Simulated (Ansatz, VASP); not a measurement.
# Two plane-wave programs on Pd

```
Pd
1.0
     2.78367    0.00000    0.00000
    -1.39183    2.41072    0.00000
     0.00000    0.00000    4.62889
Pd
2
Direct
  0.33333 0.66667 0.25000
  0.66667 0.33333 0.75000
```

This isn't the form of Pd at room conditions, which is fcc.

Alike in both runs: functional BLYP; k mesh 11 × 11 × 6; occupations fermi-dirac, width 0.05 eV; no spin polarisation.

```csv
,VASP,Ansatz
version,VASP 6.6.1,Ansatz 0.2.0
potentials or method,"VASP PAW PBE potentials, release 64 (Pd)",Ansatz PAW
plane-wave cutoff (eV),520,420
valence electrons in the cell,20,36
task,single point,band structure
```

|  | VASP | Ansatz | Ansatz less VASP |
| --- | --- | --- | --- |
| gap on the k mesh at the Fermi level (eV) | none | none | - |
| pressure (GPa) | 9.0 | 8.6 | -0.38 |
| largest component of the traceless stress (GPa) | 0.24 | 0.31 | +0.078 |

A gap of «none» marks a metal or a gap that the smearing closes. The functional is the same, so the differences come from potentials, cutoffs and numerics. The two sets of potentials don't hold the same shells in valence.

Caveats: the PAW data sets were made with another functional, which shifts forces and pressure a little (VASP); the PAW data sets come from PBE, with cores solved anew for the run's functional, which leaves a small shift of forces and pressure (Ansatz).
